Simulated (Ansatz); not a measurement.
## CdSe under changes of volume

One of the cells (23.738 Å³/atom); the others are scaled copies at fixed shape and fractional positions:

```
CELL_PARAMETERS angstrom
0.00000 2.87396 2.87396
2.87396 0.00000 2.87396
2.87396 2.87396 0.00000
ATOMIC_POSITIONS crystal
Cd 0.00000 0.00000 0.00000
Se 0.50000 0.50000 0.50000
```

Measurements of this composition are mostly on another form, of space group No. 186.

| Item | Value |
| --- | --- |
| Program | Ansatz 0.2.0 |
| Functional | PBE |
| Potentials or basis | all-electron LAPW, scalar-relativistic |
| Cutoff | 236 eV (chosen from the basis error) |
| Basis error allowed | 0.0005 eV/atom |
| k mesh | 8 × 8 × 8 |
| Occupations | fermi-dirac, width 0.05 eV |
| Spin | no spin polarisation |

```tsv
volume (Å³/atom)	energy over the lowest point (meV/atom)	pressure (GPa)
22.314	14.64	3.9
22.788	5.52	2.3
23.263	0.81	0.9
23.738	0.00	-0.3
24.213	?	?
24.687	8.27	-2.4
25.162	16.68	-3.3
```

Question: What does the run at 24.213 Å³/atom give?

Answer: Energy over the lowest point 2.61 meV/atom; pressure -1.4 GPa.

Worked out: A Birch-Murnaghan fit of order 3 (a polynomial in V^(-2/3)) to the other rows has its minimum at 23.61 Å³/atom with B0 = V·E''(V) = 60 GPa and B' = 5.0. It gives 2.61 meV/atom at 24.213 Å³/atom, against the run's 2.61, and -dE/dV = -1.4 GPa, against -1.4.

Energies are extrapolated to zero smearing.
